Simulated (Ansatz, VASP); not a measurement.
Given: the input of a run of VASP 6.6.1 on C. 

INCAR

```
SYSTEM = C
PREC = Accurate
ENCUT = 600
EDIFF = 1E-6
ISMEAR = -1
SIGMA = 0.05
LREAL = .False.
LASPH = .True.
NELM = 100
ALGO = Normal
ISIF = 3
LWAVE = .False.
LCHARG = .False.
GGA = PS
IVDW = 13
IBRION = 2
NSW = 40
EDIFFG = -0.005
```

File KPOINTS:

```
Automatic mesh
0
Gamma
  13 13 13
  0 0 0
```

POSCAR

```
C
1.0
    0.0000000000      1.7833700000      1.7833700000
    1.7833700000      0.0000000000      1.7833700000
    1.7833700000      1.7833700000      0.0000000000
C
2
Direct
    0.7500000000      0.7500000000      0.7500000000
    0.5000000000      0.5000000000      0.5000000000
```

Potentials or basis: VASP PAW PBE potentials, release 64 (C).

Launch:

```console
$ cat potpaw_PBE.64/C/POTCAR > POTCAR
$ mpirun -np 1 vasp_std > vasp.out
```

Problem. What does the same run look like in Ansatz 0.2.0? Potentials or basis there: all-electron LAPW, scalar-relativistic.

Solution. As run (cutoffs and basis follow the program's own potentials, and thresholds, step limits or extra output files can differ):

The input input.yaml:

```yaml
crystal:
  lattice:
    - [0.0, 1.78337, 1.78337]
    - [1.78337, 0.0, 1.78337]
    - [1.78337, 1.78337, 0.0]
  atoms:
    - { symbol: C, position: [0.75, 0.75, 0.75] }
    - { symbol: C, position: [0.5, 0.5, 0.5] }
kpoints:
  mp_grid: { grid: [13, 13, 13] }
scf:
  occupations: { method: fermi_dirac, width: 0.05 }
hamiltonian:
  xc: pbesol
  dispersion: d4
  pseudopotentials: { kind: all_electron, lapw: { basis_error: 0.001 } }
output:
  forces: true
  stress: true
relax:
  f_tol: 0.02
  max_steps: 60
  cell: {}
```

Potentials or basis: all-electron LAPW, scalar-relativistic.

The run is started by

```bash
$ ansatz run input.yaml --threads 1 --pin off --max-ram 3072MiB --backend cpu --events-out ev --progress --plain --runs-dir out
```

Both were run:

|  | VASP | Ansatz |
| --- | --- | --- |
| Relaxed volume | 5.58 Å³/atom | 5.57 Å³/atom |
| Relaxed cell | a = 2.508 Å, b = 2.508 Å, c = 2.508 Å, α = 60.00°, β = 60.00°, γ = 60.00° | a = 2.507 Å, b = 2.507 Å, c = 2.507 Å, α = 60.00°, β = 60.00°, γ = 60.00° |
| Space group after relaxing | Fd-3m (No. 227) | Fd-3m (No. 227) |
| Pressure after relaxing | 0.0 GPa | 0.0 GPa |

VASP's potentials were made for PBE.

Where Ansatz's input types no cutoff or centring, it takes its own default and a Γ-centred mesh.

Pressure is positive in compression.
